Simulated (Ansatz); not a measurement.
Crystal: CuO.

```
Cu O
1.0
     1.99097   -2.15355    0.00000
     1.99097    2.15355    0.00000
     0.00000    0.00000    5.15593
Cu O
2 2
Cartesian
  0.9955 -1.0768 0.0000
  0.9955 1.0768 2.5780
  1.9910 0.0000 1.2890
  1.9910 0.0000 3.8669
```

Measurements of this composition are mostly on another form, of space group No. 15.

```yaml
Program: Ansatz 0.2.0
Task: relaxation of cell and atoms
Functional: r2SCAN
Potentials_or_basis: Ansatz PAW
Cutoff: "500 eV (not typed: the program's choice for these potentials)"
k_mesh: 9 × 9 × 5
Occupations: fermi-dirac, width 0.05 eV
Spin: no spin polarisation
```

At the start: volume 11.05 Å³/atom.

Task: Where does the relaxation end?

Result: It ends after 7 steps and the volume is 10.73 Å³/atom (-2.9 %); space group P4_2/mmc (No. 131, to 0.05 Å).

The path:
```
step  energy change (eV)  largest force (eV/Å)  volume (Å³)
   1              0.0000                0.0000        44.21
   2             -0.0169                0.0000        43.52
   3             -0.0241                0.0000        42.80
   4             -0.0263                0.0000        42.93
   5             -0.0264                0.0000        42.93
   6             -0.0264                0.0000        42.93
   7             -0.0255                0.0000        42.93
```

Final structure:
```cif
data_structure
_symmetry_space_group_name_H-M 'P 1'
_symmetry_Int_Tables_number 1
_cell_length_a 2.8948
_cell_length_b 2.8948
_cell_length_c 5.1232
_cell_angle_alpha 90.000
_cell_angle_beta 90.000
_cell_angle_gamma 90.182
_cell_volume 42.93
loop_
_atom_site_label
_atom_site_type_symbol
_atom_site_fract_x
_atom_site_fract_y
_atom_site_fract_z
_atom_site_occupancy
Cu1 Cu 0.50000 0.00000 0.00000 1
Cu2 Cu 0.00000 0.50000 0.50000 1
O1 O 0.50000 0.50000 0.25000 1
O2 O 0.50000 0.50000 0.75000 1
```

Caveat: the plane-wave basis is chosen anew once the cell has moved, so the energies of steps on either side of that aren't comparable; the run has no spin polarisation, though such a crystal can be magnetic; the PAW data sets come from PBE, with cores solved anew for the run's functional, which leaves a small shift of forces and pressure.
